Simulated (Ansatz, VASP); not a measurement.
## V in VASP and in Ansatz

```
CELL_PARAMETERS angstrom
0.00000 1.88454 1.88454
1.88454 0.00000 1.88454
1.88454 1.88454 0.00000
ATOMIC_POSITIONS crystal
V 0.00000 0.00000 0.00000
```

Alike in both runs: functional PBEsol; k mesh 20 × 20 × 20; occupations gaussian, width 0.1 eV; no spin polarisation.

Ansatz relaxed the structure, and its values are those at the end. VASP's run is a single point on that final structure, the one shown.

|  | VASP | Ansatz |
| --- | --- | --- |
| version | VASP 6.6.1 | Ansatz 0.2.0 |
| potentials or method | VASP PAW PBE potentials, release 64 (V_sv) | scalar-relativistic, plane waves, PAW |
| plane-wave cutoff (eV) | 520 | 420 |
| valence electrons in the cell | 13 | 13 |

|  | VASP | Ansatz | Ansatz less VASP |
| --- | --- | --- | --- |
| gap on the k mesh at the Fermi level (eV) | none | none | - |
| pressure (GPa) | 0.2 | 0.0 | -0.12 |

A gap of «none» marks a metal or a gap that the smearing closes.

Caveats: the PAW data sets were made with another functional, which shifts forces and pressure a little (VASP).
